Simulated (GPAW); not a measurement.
# TiO2 (Anatase) (I4_1/amd) in GPAW: equation of state

Aim: energy against volume of TiO2 (Anatase) in PBEsol, for its equilibrium volume and stiffness.

Everything below comes from runs of GPAW 26.7.0. Logs are shortened: lines on timing, memory, paths and dates and some standing lists are left out, and cuts for length are marked. The log counts tension as positive stress, the text compression.

## (1) The structure

Symmetry: I4_1/amd, No. 141, tetragonal system. The conventional cell has a = 3.784 Å, b = 3.784 Å, c = 9.515 Å, α = 90.00°, β = 90.00°, γ = 90.00°. Ti (site symmetry -4m2) is surrounded by 6 O at 1.93 to 1.98 Å. Around O (site symmetry 2mm) lie 3 Ti at 1.93 to 1.98 Å.

## (2) Equation of state, PBEsol

Contents of run.py:

```python
from ase import Atoms
from ase.eos import EquationOfState
from ase.io import Trajectory
from ase.units import GPa
from ase.parallel import parprint
from gpaw import GPAW, PW, setup_paths

setup_paths.insert(0, '.')

atoms = Atoms(['Ti', 'Ti', 'O', 'O', 'O', 'O'],
              cell=[[-1.8921, 1.8921, 4.7573],
                    [1.8921, -1.8921, 4.7573],
                    [1.8921, 1.8921, -4.7573]],
              scaled_positions=[[0.75, 0.25, 0.5],
                                [0.0, 0.0, 0.0],
                                [0.7919, 0.7919, 0.0],
                                [0.5419, 0.0419, 0.5],
                                [0.9581, 0.4581, 0.5],
                                [0.2081, 0.2081, 0.0]],
              pbc=True)

traj = Trajectory('eos.traj', 'w')
volumes, energies = [], []
for x in [0.94, 0.96, 0.98, 1.0, 1.02, 1.04, 1.06]:
    a = atoms.copy()
    a.set_cell(atoms.cell * x**(1 / 3), scale_atoms=True)
    calc = GPAW(mode=PW(800),
                xc='PBEsol',
                kpts={'size': (10, 10, 10), 'gamma': True},
                occupations={'name': 'fermi-dirac', 'width': 0.05},
                nbands=43,
                convergence={'density': 1e-05, 'energy': 1e-05},
                maxiter=150,
                txt=f'eos-{x:.2f}.txt')
    a.calc = calc
    energies.append(a.get_potential_energy(force_consistent=True))
    volumes.append(a.get_volume())
    p = -a.get_stress()[:3].mean() / GPa
    calc.write(f'eos-{x:.2f}.gpw')
    traj.write(a)
    parprint(f'{x:.2f} {volumes[-1]:10.4f} A^3 {energies[-1]:14.6f} eV {p:9.3f} GPa', flush=True)

v0, e0, B = EquationOfState(volumes, energies, eos='birchmurnaghan').fit()
parprint(f'V0 = {v0:.4f} A^3, E0 = {e0:.6f} eV, B0 = {B / GPa:.2f} GPa')
```

Potentials or basis: PAW data sets generated in the run's folder for this functional, pw.

Run with:

```bash
> gpaw-setup -f PBEsol O Ti
> OMP_NUM_THREADS=1 mpirun -n 4 gpaw python run.py
```

Output:

```text
__  _  _
 | _ |_)|_||  |
 |__||  | ||/\| - 26.7.0

Input parameters:
  mode=PW(ecut=800.0),
  convergence={'density': 1e-05, 'energy': 1e-05},
  kpts=MonkhorstPack(size=(10, 10, 10), gamma=True),
  maxiter=150,
  nbands=43,
  occupations=Occupations(name='fermi-dirac', width=0.05),
  xc=XC(name='PBEsol')

Diagonalizing LCAO Hamiltonian
Converting LCAO to pw mode

       O

         O

         Ti

       O O

       Ti

Atoms  # Å, Bohr magnetons
|   | symbol |        x |         y |        z |    initial magnetic moments |
|---|--------|----------|-----------|----------|-----------------------------|
| 0 |     Ti | 0.000000 |  1.853475 | 2.330092 | ( 0.0000,  0.0000,  0.0000) |
| 1 |     Ti | 0.000000 |  0.000000 | 0.000000 | ( 0.0000,  0.0000,  0.0000) |
| 2 |      O | 0.000000 |  0.000000 | 7.380801 | ( 0.0000,  0.0000,  0.0000) |
| 3 |      O | 0.000000 |  1.853475 | 0.390524 | ( 0.0000,  0.0000,  0.0000) |
| 4 |      O | 0.000000 |  1.853475 | 4.269661 | ( 0.0000,  0.0000,  0.0000) |
| 5 |      O | 0.000000 | -0.000000 | 1.939569 | ( 0.0000,  0.0000,  0.0000) |

Unit cell  # Å
| periodic |         x |         y |         z |  lengths |     angles |
|----------|-----------|-----------|-----------|----------|------------|
|      yes | -1.853475 |  1.853475 |  4.660185 | 5.346781 | 139.434593 |
|      yes |  1.853475 | -1.853475 |  4.660185 | 5.346781 | 139.434593 |
|      yes |  1.853475 |  1.853475 | -4.660185 | 5.346781 |  58.712803 |

Number of symmetries: 8
Symmetry operations  # r_c * U_cc + t_c -> r_c
|   | kind |            matrix            |
|---|------|------------------------------|
| 0 |  σ   |  1, 1, 1,  0, 0,-1,  0,-1, 0 |
| 1 |  E   |  1, 0, 0,  0, 1, 0,  0, 0, 1 |
| 2 |  C2  |  0, 1, 0,  1, 0, 0, -1,-1,-1 |
| 3 |  S4  |  0, 0, 1, -1,-1,-1,  0, 1, 0 |
| 4 |  σ   |  0, 0,-1,  1, 1, 1, -1, 0, 0 |
| 5 |  C2  |  0,-1, 0, -1, 0, 0,  0, 0,-1 |
| 6 |  C2  | -1, 0, 0,  0,-1, 0,  1, 1, 1 |
| 7 |  S4  | -1,-1,-1,  0, 0, 1,  1, 0, 0 |

BZ-sampling:
  Number of BZ points: 1000
  Number of IBZ points: 102

  Monkhorst-Pack size: [10, 10, 10]
  Monkhorst-Pack shift: [0.05, 0.05, 0.05]

K-points  # in reciprocal-cell coordinates
|     |                                coordinates |     weight |
|-----|--------------------------------------------|------------|
|   0 | (  0.00000000,   0.00000000,   0.00000000) | 0.00100000 |
|   1 | (  0.10000000,  -0.10000000,   0.00000000) | 0.00400000 |
|   2 | (  0.10000000,  -0.10000000,   0.10000000) | 0.00400000 |
|   3 | (  0.10000000,   0.00000000,   0.00000000) | 0.00800000 |
|   4 | (  0.10000000,   0.10000000,  -0.10000000) | 0.00200000 |
|   5 | (  0.20000000,  -0.20000000,   0.00000000) | 0.00400000 |
|   6 | (  0.20000000,  -0.20000000,   0.10000000) | 0.00800000 |
|   7 | (  0.20000000,  -0.20000000,   0.20000000) | 0.00400000 |
|   8 | (  0.20000000,  -0.10000000,   0.00000000) | 0.01600000 |
|   9 | (  0.20000000,  -0.10000000,   0.10000000) | 0.00800000 |
| ... |                                            |            |
| 101 | (  0.50000000,   0.50000000,   0.50000000) | 0.00100000 |

Plane wave coefficients: 3315
Cutoff: 800.0 eV

Spin-components: 1 (collinear spins)
Bands:           43
Projectors:      32
Spin-degeneracy: 2
Datatype:        complex128

Parallelization:
  kpt:    4
  domain: 1
  band:   1

Density:
  Valence electrons: 48.0
  Components: 1
  Grid points: [35 35 35]
  Charge: 0.0  # |e|

Potential:
  Grid points: [35 35 35]

species:
  Ti:
    name:    Titanium
    Z:       22.0
    valence: 12
    core:    10
    charge:  0.0  # [|e|]
    compensation charges:
      type: gauss
      rc: 0.38  # [Å]
      lmax: 2
    cutoffs:
      filter: 2.23  # [Å]
      core: 1.02  # [Å]
    projectors
    | kind |    occ | energy [eV] | rcut [Å] |
    |------|--------|-------------|----------|
    |   3s |  2.000 |     -62.441 |    1.270 |
    |   4s |  2.000 |      -4.477 |    1.270 |
    |   3p |  6.000 |     -38.776 |    1.058 |
    |   4p |  0.000 |      -1.449 |    1.058 |
    |   3d |  2.000 |      -4.275 |    1.058 |
    |    d |        |      22.937 |    1.058 |

    Using partial waves for Ti as LCAO basis

  O:
    name:    Oxygen
    Z:       8.0
    valence: 6
    core:    2
    charge:  0.0  # [|e|]
    compensation charges:
      type: gauss
      rc: 0.21  # [Å]
      lmax: 2
    cutoffs:
      filter: 1.17  # [Å]
      core: 0.83  # [Å]
    projectors
    | kind |    occ | energy [eV] | rcut [Å] |
    |------|--------|-------------|----------|
    |   2s |  2.000 |     -23.808 |    0.688 |
    |   2p |  4.000 |      -8.972 |    0.598 |
    |    s |        |       3.404 |    0.688 |
    |    p |        |      18.239 |    0.598 |
    |    d |        |       0.000 |    0.619 |

    Using partial waves for O as LCAO basis

Reference energy: -54531.363041  # eV

eigensolver:
  PPCG
  Converge bands: occupied
  niter=2

density mixing:
  MSR1-Mixer
  Pratt-step length: 0.05
  Maximum mixing coefficient: 0.75
  Old densities: 10
  SVD Regularization: 0.005
  Good broyden scale: 1.0
  Trust region scale: 1.0
  Backstep threshold: 4.0
  History deletion threshold: 6.0
  Fourier metric: weight=20.0, sigma=0.015

occupation numbers:
  Fermi-Dirac:
    width: 0.0500  # eV

poisson solver:
  ecut: 6400.0  # eV

xc functional:
  name: PBEsol with 2 nearest neighbor stencil

convergence criteria:
- Maximum integral of absolute [dens]ity change: 1e-05 electrons / valence electron
- Maximum [total energy] change in last 3 cyles: 1e-05 eV / valence electron
- Maximum integral of absolute [eigenst]ate change: 4e-08 eV^2 / valence electron
maximum number of iterations: 150

SCF iterations
|iter     | |      energy | eigst |  dens |
|---------|-|-------------|-------|-------|
|iter:   1| |  -63.225062 | +0.12 |       |
|iter:   2| |  -60.485045 | -1.77 | -0.80 |
|iter:   3| |  -54.942488 | -0.67 | -0.86 |
|iter:   4| |  -54.575544 | -1.94 | -1.37 |
|iter:   5| |  -54.551163 | -2.68 | -1.65 |
|iter:   6| |  -54.542984 | -3.54 | -2.09 |
|iter:   7| |  -54.543104 | -4.87 | -2.96 |
|iter:   8| |  -54.543122c| -5.97 | -3.53 |
|iter:   9| |  -54.543120c| -6.64 | -4.01 |
|iter:  10| |  -54.543121c| -7.71c| -4.33 |
|iter:  11| |  -54.543121c| -8.13c| -5.01c|

Converged in 11 steps
Energy contributions relative to reference atoms: (reference = -54531.363041)

Energy contributions:
  Kinetic:          77.053895
  Coulomb:         -83.166363
  Zero:              1.235149
  External:          0.000000
  Xc:              -49.665802
  Entropy:          -0.000000
  Spinorbit:         0.000000
  ----------------------------
  Free energy:     -54.543121
  Extrapolated:    -54.543121

dipole moment: (-26.109793, -6.638020, 11.049639)  # |e|*Ang

Fermi level: 5.629
Eigenvalues  # (at kpt = [0.000, 0.000, 0.000])
| band index |      eig [eV] | occ [0-2] |
|------------|---------------|-----------|
|          0 |       -51.165 |     2.000 |
|        ... |               |           |
|         16 |         2.388 |     2.000 |
|         17 |         2.388 |     2.000 |
|         18 |         2.532 |     2.000 |
|         19 |         3.864 |     2.000 |
|         20 |         3.944 |     2.000 |
|         21 |         3.944 |     2.000 |
[... 8 lines left out ...]
|         30 |        10.268 |     0.000 |
|         31 |        10.571 |     0.000 |
|        ... |               |           |
|         42 |        23.554 |     0.000 |

Gap: 2.227 eV
Transition (v -> c):
  (s=0, k=33, n=23, [0.40, -0.40, 0.00]) -> (s=0, k=0, n=24, [0.00, 0.00, 0.00])
Direct/indirect transitions are different
Direct gap: 2.550 eV
Transition at: (s=0, k=30, n=23, [0.30, 0.30, -0.30])

Stress tensor  # eV/Ang^3
|         x |         y |         z |
|-----------|-----------|-----------|
| -0.096179 | -0.000000 | -0.000000 |
| -0.000000 | -0.096179 | -0.000000 |
| -0.000000 | -0.000000 | -0.108343 |

# Writing to eos-0.94.gpw (mode='')
```

eos-0.98.txt:

```text
SCF iterations
|iter     | |      energy | eigst |  dens |
|---------|-|-------------|-------|-------|
|iter:   1| |  -63.469860 | +0.09 |       |
|iter:   2| |  -60.656361 | -1.77 | -0.80 |
|iter:   3| |  -55.191641 | -0.66 | -0.86 |
|iter:   4| |  -54.764458 | -1.88 | -1.35 |
|iter:   5| |  -54.735789 | -2.62 | -1.63 |
[... 53 lines left out ...]
Direct/indirect transitions are different
Direct gap: 2.468 eV
Transition at: (s=0, k=30, n=23, [0.30, 0.30, -0.30])

Stress tensor  # eV/Ang^3
|         x |         y |         z |
|-----------|-----------|-----------|
| -0.028697 | -0.000000 | -0.000000 |
| -0.000000 | -0.028697 | -0.000000 |
| -0.000000 | -0.000000 | -0.036283 |

# Writing to eos-0.98.gpw (mode='')
```

Wall time 18 min (4 MPI ranks of Arm Neoverse V1, shared host); peak memory 0.71 GiB.

Results:

| Quantity | Value |
| --- | --- |
| Equilibrium volume | 11.39 Å³/atom |
| Bulk modulus at fixed shape and positions | 222 GPa |
| Pressure derivative of the bulk modulus | 4.2 |

Energy against volume, from the lowest point:
```
volume (Å³/atom)  energy (meV/atom)
          10.673              34.43
          10.900              15.41
          11.127               4.17
          11.354               0.00
          11.581               2.18
          11.808              10.16
          12.035              23.24
```

Caveat: the cell was scaled at fixed shape and fractional positions, which overstates the stiffness of a crystal with free parameters, most of all of layers and chains.
